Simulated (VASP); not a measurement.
## H10CO5: single point with PBE

H10CO5:

```
O H C
1.0
     6.26455    0.88609    0.50238
     0.88609    6.35148    0.53661
     0.50238    0.53661    6.00671
O H C
5 10 1
Cartesian
  5.2823 4.8829 7.1834
  0.5045 3.1279 4.5028
  3.3925 6.1836 4.1081
  10.6913 9.2619 6.6762
  5.0761 1.8568 3.2815
  4.4068 5.2439 7.0716
  5.6756 4.8059 6.2799
  1.0351 3.7298 3.9444
  0.2437 2.5055 3.8817
  4.1990 6.1205 3.5828
  3.5247 5.5210 4.7602
  10.2495 8.8207 5.9561
  11.2186 9.9181 6.2190
  6.6287 2.0646 2.0250
  5.0606 1.7665 1.2301
  5.5770 1.9157 2.1795
```

The cell was built by a generator and needn't be a form met in nature.

```yaml
Program: VASP 6.6.1
Task: single point
Functional: PBE
Potentials_or_basis: VASP PAW PBE potentials, release 64 (O, H, C)
Cutoff: 520 eV
k_mesh: 1 × 1 × 1
Occupations: fermi-dirac, width 0.02 eV
Spin: no spin polarisation
```

* Pressure: 2.5 GPa
* Largest force: 3.778 eV/Å
* Band gap on the k mesh: 3.71 eV, direct

Forces on the atoms (eV/Å):
```
O    0.938 -0.257 -0.023
O    1.163  2.680  1.565
O   -0.501  1.143 -0.957
O   -0.113  0.271  1.270
O   -0.404  0.084  0.767
H   -0.827  0.414 -0.052
H    0.039 -0.093  0.254
H    0.049  0.166  0.435
H   -1.340 -2.833 -2.111
H    0.381  0.219 -0.453
H    0.058 -1.335  1.380
H   -0.578 -0.733 -0.866
H    0.521  0.320 -0.250
H    1.444  0.405  0.155
H   -0.852 -0.250 -0.295
C    0.022 -0.200 -0.820
```

Stress tensor (GPa, compression positive):
```
2.86 0.92 0.34
0.92 1.85 0.32
0.34 0.32 2.71
```

Levels at points of the mesh, in eV from the valence-band top:
| k point | band 19 | band 20 | band 21 | band 22 | band 23 | band 24 | band 25 | band 26 |
| --- | --- | --- | --- | --- | --- | --- | --- | --- |
| (0.00, 0.00, 0.00) | -1.54 | -1.05 | -0.56 | 0.00 | 3.71 | 3.85 | 6.95 | 7.43 |

Wall time 13 s on 1 thread of AMD EPYC 9R45 96-Core Processor (Zen 5), on a shared host, peak memory 0.27 GiB.

Caveat: the standard files for N, O and F lose accuracy on very short bonds. As with any semilocal functional, this PBE gap is likely too small.
